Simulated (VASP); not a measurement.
Here is a VASP 6.6.1 calculation.

The input INCAR:

```
SYSTEM = BaTiO3
ALGO     = Normal         ! electronic algorithm
EDIFF    = 1E-7           ! SCF threshold, eV
EDIFFG   = -0.005         ! ionic threshold
ENCUT    = 600            ! plane-wave cutoff, eV
GGA      = CA             ! functional
IBRION   = 2              ! ionic algorithm
ISIF     = 3              ! what is computed and relaxed
ISMEAR   = 0              ! smearing method
KPAR     = 2            
LASPH    = .TRUE.         ! aspherical terms in the spheres
LCHARG   = .FALSE.        ! write CHGCAR
LREAL    = .FALSE.        ! projectors in reciprocal space
LWAVE    = .FALSE.        ! write WAVECAR
NELM     = 80             ! most SCF steps
NSW      = 90             ! ionic steps
PREC     = Accurate       ! precision mode
SIGMA    = 0.03           ! smearing width, eV
```

File KPOINTS:

```
k-points
0
G
  8 8 8
  0 0 0
```

Contents of POSCAR:

```
BaTiO3                                  
1.0
    3.9417844712      0.0000000000      0.0000000000
    0.0000000000      3.9417844712     -0.0000000000
    0.0000000000     -0.0000000000      3.9886303436
  Ba              Ti              O             
     1     1     3
Direct
     1.0000000000000000    0.0000000000000000    0.0018904492552014
     0.5000000000000000    0.5000000000000000    0.4893706761846831
     0.5000000000000000    0.5000000000000000    0.0222082892370574
     0.5000000000000000    0.0000000000000000    0.5147652926615323
     0.0000000000000000    0.5000000000000000    0.5147652926615323
```

Potentials or basis: VASP PAW LDA potentials, release 64 (Ba_sv, Ti_sv, O).

Launch:

```sh
$ cat potpaw_LDA.64/Ba_sv/POTCAR potpaw_LDA.64/Ti_sv/POTCAR potpaw_LDA.64/O/POTCAR > POTCAR
$ mpirun -np 2 vasp_std > vasp.out
```

What does it give for the relaxed cell?

a = 3.942 Å, b = 3.942 Å, c = 3.989 Å, α = 90.00°, β = 90.00°, γ = 90.00°.

What does it give for the relaxed volume?

12.40 Å³/atom.

Estimate the band gap on the k mesh.

1.75 eV, indirect (least direct gap 2.04 eV).

Predict the space group after relaxing (to 0.05 Å).

P4mm (No. 99).

Forces on the atoms (eV/Å):
```
Ba   0.000  0.000  0.003
Ti   0.000  0.000 -0.005
O    0.000  0.000 -0.001
O    0.000  0.000  0.002
O    0.000  0.000  0.002
```

Caveat: spin-orbit coupling is left out, which moves the levels of the heavy elements. A k mesh can miss the band edges.
